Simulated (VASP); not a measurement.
**HfO2 in VASP 6.6.1, relaxation**

INCAR

```
ENCUT = 600
PREC = Accurate
LASPH = .FALSE.
ISIF = 3
GGA = PS
LCHARG = .FALSE.
EDIFF = 1E-7
NBANDS = 18
EDIFFG = -5E-3
NSW = 40
LREAL = .FALSE.
IBRION = 2
NELM = 120
LWAVE = .FALSE.
ISMEAR = -1
SIGMA = 0.02
```

KPOINTS

```
KPOINTS created by Atomic Simulation Environment
0
Gamma
8 8 8
0 0 0
```

POSCAR

```
Hf O
 1.0000000000000000
    -0.0000000000000000    2.5488060283576925    2.5488060283576925
     2.5488060283576925    0.0000000000000000    2.5488060283576925
     2.5488060283576925    2.5488060283576925   -0.0000000000000000
 Hf  O
   1   2
Cartesian
  0.0000000000000000 -0.0000000000000000  0.0000000000000000
  1.2744030141788460  1.2744030141788460  1.2744030141788460
  3.8232090425365381  3.8232090425365381  3.8232090425365390
```

The recommended PBE PAW datasets give the neutral cell 22 valence electrons.

Command

```
mpirun -np 1 vasp_std
```

Task: Predict the outcome of this run.

Result: It converged. Results: relaxed cell vector lengths 3.549, 3.549, 3.549 Å; relaxed cell volume 31.60 Å³.

OSZICAR

```
N       E                     dE             d eps       ncg     rms          rms(c)
DAV:   1     0.994932861502E+02    0.99493E+02   -0.13728E+04  1044   0.135E+03
DAV:   2    -0.323667991468E+02   -0.13186E+03   -0.12619E+03  1314   0.304E+02
DAV:   3    -0.368459531297E+02   -0.44792E+01   -0.44650E+01  1222   0.487E+01
DAV:   4    -0.368730048969E+02   -0.27052E-01   -0.27043E-01  1298   0.420E+00
DAV:   5    -0.368731588866E+02   -0.15399E-03   -0.15399E-03  1210   0.303E-01    0.474E+01
DAV:   6    -0.317809815700E+02    0.50922E+01   -0.18404E+01  1066   0.303E+01    0.410E+01
DAV:   7    -0.316440245378E+02    0.13696E+00   -0.67428E-01  1188   0.677E+00    0.283E+01
DAV:   8    -0.316113424231E+02    0.32682E-01   -0.30985E-01  1134   0.496E+00    0.887E+00
DAV:   9    -0.315880862486E+02    0.23256E-01   -0.67353E-02  1104   0.220E+00    0.286E+00
DAV:  10    -0.315880013452E+02    0.84903E-04   -0.30802E-03  1208   0.418E-01    0.156E-01
...
   3 F= -.31644878E+02 E0= -.31644878E+02  d E =-.568694E-01
       N       E                     dE             d eps       ncg     rms          rms(c)
DAV:   1    -0.316449906960E+02   -0.11287E-03   -0.22086E-03  1128   0.394E-01    0.159E-01
DAV:   2    -0.316449133406E+02    0.77355E-04   -0.30473E-04  1104   0.121E-01    0.514E-02
DAV:   3    -0.316449011896E+02    0.12151E-04   -0.17613E-05  1148   0.336E-02    0.321E-02
DAV:   4    -0.316448987112E+02    0.24784E-05   -0.93340E-06  1202   0.230E-02    0.227E-02
DAV:   5    -0.316448986103E+02    0.10092E-06   -0.20325E-07  1158   0.353E-03    0.351E-02
DAV:   6    -0.316448990904E+02   -0.48012E-06   -0.26456E-07  1106   0.381E-03    0.161E-03
DAV:   7    -0.316448990928E+02   -0.23383E-08   -0.14094E-08   640   0.996E-04
   4 F= -.31644899E+02 E0= -.31644899E+02  d E =-.568907E-01
```

```csv
ionic step,ΔE (meV/atom),volume (Å³),largest force (eV/Å),pressure (GPa),electronic steps
1,0.0,33.12,0.000,-11.53,14
2,27.7,29.45,0.000,22.26,11
3,-19.0,31.63,0.000,-0.24,10
4,-19.0,31.60,0.000,0.01,7
```

For comparison, a separate PBEsol relaxation on usual settings, not on those above, ends at 31.60 Å³.
